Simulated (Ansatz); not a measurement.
**Cl under changes of volume**

One of the cells (29.048 Å³/atom); the others are scaled copies at fixed shape and fractional positions:

```
CELL_PARAMETERS angstrom
3.14500 -2.25000 0.00000
3.14500 2.25000 0.00000
0.00000 0.00000 8.21000
ATOMIC_POSITIONS crystal
Cl 0.37000 0.63000 0.40000
Cl 0.13000 0.87000 0.90000
Cl 0.63000 0.37000 0.60000
Cl 0.87000 0.13000 0.10000
```

```yaml
Program: Ansatz 0.2.0
Functional: PBE
Potentials_or_basis: all-electron LAPW, scalar-relativistic
Cutoff: 307 eV (chosen from the basis error)
Basis_error_allowed: 0.001 eV/atom
k_mesh: 7 × 7 × 4
Occupations: fermi-dirac, width 0.05 eV
Spin: no spin polarisation
```

```csv
volume (Å³/atom),energy over the lowest point (meV/atom),pressure (GPa),gap on the mesh (eV),largest force (eV/Å)
27.305,?,?,?,?
27.886,10.72,2.0,2.65,0.542
28.467,4.88,1.3,2.58,0.289
29.048,1.39,0.7,2.50,0.097
29.629,0.00,0.1,2.43,0.212
30.210,0.50,-0.4,2.36,0.410
30.791,2.70,-0.8,2.30,0.600
```

Question: What does the run at 27.305 Å³/atom give?

Answer: Energy over the lowest point 19.16 meV/atom; pressure 2.7 GPa; gap on the mesh 2.73 eV; largest force 0.819 eV/Å.

Worked out: A Birch-Murnaghan fit of order 3 (a polynomial in V^(-2/3)) to the other rows has its minimum at 29.76 Å³/atom with B0 = V·E''(V) = 26 GPa and B' = 4.5 at fixed shape and positions, which overstates the stiffness. It gives 19.17 meV/atom at 27.305 Å³/atom, against the run's 19.16, and -dE/dV = 2.7 GPa, against 2.7. A straight line through the other rows of the gap, of slope -3.58 eV per unit of ln V, extrapolates to 2.72 eV, against the run's 2.73.

Energies are extrapolated to zero smearing.

Caveats: an odd mesh through Γ misses points on the zone boundary, where band edges often lie.
